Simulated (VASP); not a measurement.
Wanted: the native input for a VASP 6.6.1 run.

* Task: relaxation of the atoms
* Functional: r2SCAN
* Potentials or basis: VASP PAW PBE potentials, release 64 (Si)
* Cutoff: 600 eV
* k mesh: 16 × 16 × 16
* Occupations: methfessel-paxton, width 0.1 eV
* Spin: no spin polarisation
* Further INCAR settings: ALGO = Normal; EDIFF = 1e-07; IBRION = 2; EDIFFG = -0.01; NSW = 40

The structure of Si lies in POSCAR:

```
Si                                      
1.0
    0.0000000000      1.8666401651      1.8666401651
    1.8666401651      0.0000000000      1.8666401651
    1.8666401651      1.8666401651      0.0000000000
  Si            
     1
Direct
     0.0000000000000000    0.0000000000000000    0.0000000000000000
```

This isn't the form of Si at room conditions, which is diamond.

The cell isn't the ideal one: a relaxed cell with its volume scaled by 0.94.

These files were run (other wordings do the same):

INCAR

```
PREC = Accurate ; ENCUT = 600
EDIFF = 1E-7 ; ISMEAR = 1
SIGMA = 0.1 ; LREAL = F
LASPH = T ; NELM = 80
ALGO = Normal ; ISIF = 2
LWAVE = F ; LCHARG = F
METAGGA = R2SCAN ; LMIXTAU = T
IBRION = 2 ; NSW = 40
EDIFFG = -0.01
```

KPOINTS

```
Automatic mesh
0
Gamma
  16 16 16
```

Potentials or basis: VASP PAW PBE potentials, release 64 (Si).

The run is started by

```sh
$ cat potpaw_PBE.64/Si/POTCAR > POTCAR
$ mpirun -np 1 vasp_std > vasp.out
```

It gave:

| Property | Result |
| --- | --- |
| Pressure after relaxing | 6.0 GPa |
| Band gap on the k mesh | none (metal or under the smearing width) |

Caveat: the relaxation stopped at its first step, so nothing moved; the PAW data sets were made with another functional, which shifts forces and pressure a little.

It took 57 s on 1 thread of Intel(R) Xeon(R) Platinum 8488C (Sapphire Rapids) (shared host), peak memory 0.14 GiB.
